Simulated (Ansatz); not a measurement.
A run of Ansatz 0.2.0 is set up as follows.

The input input.yaml:

```yaml
crystal:
  lattice:
    - [0.0, 1.9465, 1.9465]
    - [1.9465, 0.0, 1.9465]
    - [1.9465, 1.9465, 0.0]
  atoms:
    - { symbol: Pd, position: [0.0, 0.0, 0.0] }
kpoints:
  mp_grid: { grid: [12, 12, 12] }
  band_path:
    path:
      - [0.0, 0.0, 0.0]
      - [0.5, 0.0, 0.5]
      - [0.5, 0.25, 0.75]
      - [0.375, 0.375, 0.75]
      - [0.0, 0.0, 0.0]
      - [0.5, 0.5, 0.5]
      - [0.625, 0.25, 0.625]
      - [0.5, 0.25, 0.75]
    npoints: 10
scf:
  occupations: { method: fermi_dirac, width: 0.05 }
hamiltonian:
  xc: pbesol
  pseudopotentials: { kind: all_electron, lapw: { basis_error: 0.001 } }
output:
  forces: true
  stress: true
  eigenvalues: true
```

Potentials or basis: all-electron LAPW, scalar-relativistic.

Launch:

```console
$ ansatz run input.yaml --threads 1 --pin off --max-ram 3072MiB --backend cpu --events-out ev --progress --plain --runs-dir out
```

(1) What does it give for the pressure?

(2) What does it give for the band gap along the path?

## Answers

(1) -3.0 GPa.

(2) none (metal or under the smearing width).
